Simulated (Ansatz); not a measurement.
# Property card for Al$_{3}$Ru$_{2}$

Computed with DFT PBEsol, scalar-relativistic, plane waves, PAW in Ansatz 0.2.0.

Settings: cutoff 420 eV, Γ-centred mesh 16×16×16 on the computed 5-atom cell, Gaussian smearing of 0.10 eV; no spin polarisation.

The structure is relaxed at this level of theory with its symmetry kept. Whether it is the stable form of this composition wasn't checked.

It takes space group I4/mmm (No. 139, tetragonal). Conventional cell: a = 3.073 Å, b = 3.073 Å, c = 14.252 Å, α = 90.00°, β = 90.00°, γ = 90.00°. Al (site symmetry 4/mmm) has 8 Ru at 2.64 Å and 2 Al at 2.76 Å as nearest neighbours. Around Al (site symmetry 4mm) lie 5 Ru at 2.51 to 2.86 Å and 5 Al at 2.70 to 2.76 Å. Ru (site symmetry 4mm) is surrounded by 9 Al at 2.51 to 2.86 Å.

* Volume per atom: 13.46 Å³
* Formation energy from the elements' standard states (uncorrected): -0.671 eV/atom
* Kohn–Sham band gap: none (metal)
* Density of states at the Fermi level: 1.25 states/eV per cell
* Löwdin character within 0.5 eV of the Fermi level: Ru 4d 60 %, Al 3p 29 %
* Bulk modulus: 189 GPa
* Its pressure derivative: 4.6
* Bader charges (e): Al (1 in the cell) 1.81, Al (2 in the cell) 1.73, Ru (2 in the cell) -2.63